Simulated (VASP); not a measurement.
# Ga (Cmce) in VASP: further runs

Aim: see how the results for Ga move with the level of theory and the settings. Levels: PBEsol, PBE, r2SCAN. Tasks: electric field gradients.

All numbers are computed with VASP 6.6.1; they aren't measurements. Logs are shortened: lines on timing, memory, paths and dates and some standing lists are left out, and cuts for length are marked.

### Step 1. Starting point

Symmetry: Cmce, No. 64, orthorhombic system. Conventional cell: a = 4.523 Å, b = 7.661 Å, c = 4.524 Å, α = 90.00°, β = 90.00°, γ = 90.00°. Ga (site symmetry m) is surrounded by 7 Ga at 2.48 to 2.79 Å.

### Step 2. Electric field gradients, PBEsol

Contents of INCAR:

```
PREC = Accurate
ENCUT = 600
EDIFF = 1E-7
ISMEAR = -1
SIGMA = 0.05
LREAL = False
LASPH = True
NELM = 100
ALGO = Fast
ISIF = 2
LWAVE = False
LCHARG = False
GGA = PS
LEFG = True
```

Contents of KPOINTS:

```
regular mesh
0
Gamma
  9 9 7
```

Contents of POSCAR:

```
Ga
1.0
    2.2615000000     -3.8305000000      0.0000000000
    2.2615000000      3.8305000000      0.0000000000
    0.0000000000      0.0000000000      4.5240000000
Ga
4
Direct
    0.8451000000      0.1549000000      0.0810000000
    0.6549000000      0.3451000000      0.5810000000
    0.1549000000      0.8451000000      0.9190000000
    0.3451000000      0.6549000000      0.4190000000
```

Potentials or basis: VASP PAW PBE potentials, release 64 (Ga_d).

Started as:

```
cat potpaw_PBE.64/Ga_d/POTCAR > POTCAR
mpirun -np 1 vasp_std > vasp.out
```

OUTCAR:

```text
PREC = Accurate
   ENCUT = 600
   EDIFF = 1E-7
   ISMEAR = -1
   LREAL = False
   LASPH = True
   NELM = 100
   ISIF = 2
   GGA = PS

 ion  position               nearest neighbor table
   1  0.845  0.155  0.081-   3 2.48   2 2.69   2 2.69   4 2.73   4 2.73   3 2.79   3 2.79
   2  0.655  0.345  0.581-   4 2.48   1 2.69   1 2.69   3 2.73   3 2.73   4 2.79   4 2.79
   3  0.155  0.845  0.919-   1 2.48   4 2.69   4 2.69   2 2.73   2 2.73   1 2.79   1 2.79
   4  0.345  0.655  0.419-   2 2.48   3 2.69   3 2.69   1 2.73   1 2.73   2 2.79   2 2.79

  LATTYP: Found a base centered orthorhombic cell.
 ALAT       =     4.5230000000
 B/A-ratio  =     1.6937873093
 C/A-ratio  =     1.0002210922

  Lattice vectors:

 A1 = (   2.2615000000,  -3.8305000000,   0.0000000000)
 A2 = (   2.2615000000,   3.8305000000,   0.0000000000)
 A3 = (   0.0000000000,   0.0000000000,   4.5240000000)

Analysis of symmetry for initial positions (statically):
=====================================================================
 Subroutine PRICEL returns:
 Original cell was already a primitive cell.

 Routine SETGRP: Setting up the symmetry group for a
 base centered orthorhombic supercell.

 Subroutine GETGRP returns: Found  8 space group operations
 (whereof  4 operations were pure point group operations)
 out of a pool of  8 trial point group operations.

The static configuration has the point symmetry C_2h.
 The point group associated with its full space group is D_2h.

Analysis of symmetry for dynamics (positions and initial velocities):
=====================================================================
 Subroutine PRICEL returns:
 Original cell was already a primitive cell.

 Routine SETGRP: Setting up the symmetry group for a
 base centered orthorhombic supercell.

 Subroutine GETGRP returns: Found  8 space group operations
 (whereof  4 operations were pure point group operations)
 out of a pool of  8 trial point group operations.

The dynamic configuration has the point symmetry C_2h.
 The point group associated with its full space group is D_2h.

 Subroutine INISYM returns: Found  8 space group operations
 (whereof  4 operations are pure point group operations),
 and found     1 'primitive' translations

----------------------------------------------------------------------------------------

[... 146 lines left out ...]

 val. band max:        4.8444682650   @ k =  -0.4444   0.2222   0.0000
 cond. band min:       4.8769816656   @ k =   0.2222   0.2222   0.0000
 fundamental gap:      0.0325134006
 Fermi energy:         4.8718166884

 k-point     1 :       0.0000    0.0000    0.0000
  band No.  band energies     occupation
      1     -10.2184      2.00000
      2     -10.2160      2.00000
      3     -10.1910      2.00000
      4     -10.1700      2.00000
      5     -10.1399      2.00000
      6     -10.1155      2.00000
[... 805 lines left out ...]
     30       7.7629      0.00000
     31      10.0696      0.00000

 [... further k-points ...]

------------------------ aborting loop because EDIFF is reached ----------------------------------------

  FORCE on cell =-STRESS in cart. coord.  units (eV):
  Direction    XX          YY          ZZ          XY          YZ          ZX
  --------------------------------------------------------------------------------------
  -------------------------------------------------------------------------------------
  Total       -0.7140234     -0.5849484     -0.9550009      0.0000000      0.0000000      0.0000000
  in kB      -14.5954804    -11.9570351    -19.5213438      0.0000000      0.0000000      0.0000000
  external PRESSURE =     -15.3579531 kB  Pullay stress =       0.0000000 kB

 VOLUME and BASIS-vectors are now :
 -----------------------------------------------------------------------------
  energy-cutoff  :      600.00
  volume of cell :       78.38
      direct lattice vectors                 reciprocal lattice vectors
     2.261500000 -3.830500000  0.000000000     0.221092195 -0.130531262  0.000000000
     2.261500000  3.830500000  0.000000000     0.221092195  0.130531262  0.000000000
     0.000000000  0.000000000  4.524000000     0.000000000  0.000000000  0.221043324

 POSITION                                       TOTAL-FORCE (eV/Angst)
 -----------------------------------------------------------------------------------
      2.26150     -2.64381      0.36644         0.000000      0.111315      0.042190
      2.26150     -1.18669      2.62844         0.000000     -0.111315      0.042190
      2.26150      2.64381      4.15756         0.000000     -0.111315     -0.042190
      2.26150      1.18669      1.89556         0.000000      0.111315     -0.042190
 -----------------------------------------------------------------------------------
    total drift:                               -0.000000     -0.000000      0.000000

  FREE ENERGIE OF THE ION-ELECTRON SYSTEM (eV)
  ---------------------------------------------------
  free  energy   TOTEN  =       -13.3971908647 eV

  energy  without entropy=      -13.3909830519  energy(sigma->0) =      -13.39408696

 Electric field gradients (V/A^2)
---------------------------------------------------------------------
 ion       V_xx      V_yy      V_zz      V_xy      V_xz      V_yz
---------------------------------------------------------------------
   1      24.992   -33.533     8.541    -0.000    -0.000   -23.609
   2      24.992   -33.533     8.541    -0.000     0.000    23.609
   3      24.992   -33.533     8.541     0.000    -0.000   -23.609
   4      24.992   -33.533     8.541     0.000     0.000    23.609
---------------------------------------------------------------------

 Electric field gradients after diagonalization (V/A^2)
 (convention: |V_zz| > |V_xx| > |V_yy|)
----------------------------------------------------------------------
 ion       V_xx      V_yy      V_zz     asymmetry (V_yy - V_xx)/ V_zz
----------------------------------------------------------------------
   1      24.992    19.126   -44.118       0.133
   2      24.992    19.126   -44.118       0.133
   3      24.992    19.126   -44.118       0.133
   4      24.992    19.126   -44.118       0.133
----------------------------------------------------------------------

           NMR quadrupolar parameters

 Cq : quadrupolar parameter    Cq=e*Q*V_zz/h
 eta: asymmetry parameters     (V_yy - V_xx)/ V_zz
 Q  : nuclear electric quadrupole moment in mb (millibarn)
----------------------------------------------------------------------
 ion       Cq(MHz)       eta       Q (mb)
----------------------------------------------------------------------
   1      -0.107       0.133       1.000
   2      -0.107       0.133       1.000
   3      -0.107       0.133       1.000
   4      -0.107       0.133       1.000
----------------------------------------------------------------------
```

Wall time 2.3 min (1 thread of Intel Xeon 6975P-C (Granite Rapids), shared host); peak memory 0.35 GiB.

What came out:

| Item | Value |
| --- | --- |
| Free energy | -13.3972 eV |
| Pressure | -1.5 GPa |
| Largest force | 0.119 eV/Å |
| Band gap on the k mesh | none (metal or under the smearing width) |

Forces on the atoms (eV/Å):
```
Ga   0.000  0.111  0.042
Ga   0.000 -0.111  0.042
Ga   0.000 -0.111 -0.042
Ga   0.000  0.111 -0.042
```

Levels at points of the mesh, in eV from the Fermi level:
| k point | band 24 | band 25 | band 26 | band 27 | band 28 | band 29 |
| --- | --- | --- | --- | --- | --- | --- |
| (0.00, 0.00, 0.00) | -1.77 | -1.68 | -0.77 | 0.90 | 0.93 | 1.04 |

Electric field gradients, principal values (V/Å²):
```csv
atom,Vxx,Vyy,Vzz
1 Ga,19.126,24.992,-44.118
2 Ga,19.126,24.992,-44.118
3 Ga,19.126,24.992,-44.118
4 Ga,19.126,24.992,-44.118
```

Caveat: the PAW data sets were made with another functional, which shifts forces and pressure a little.

(Continued in part 2 of 2.)
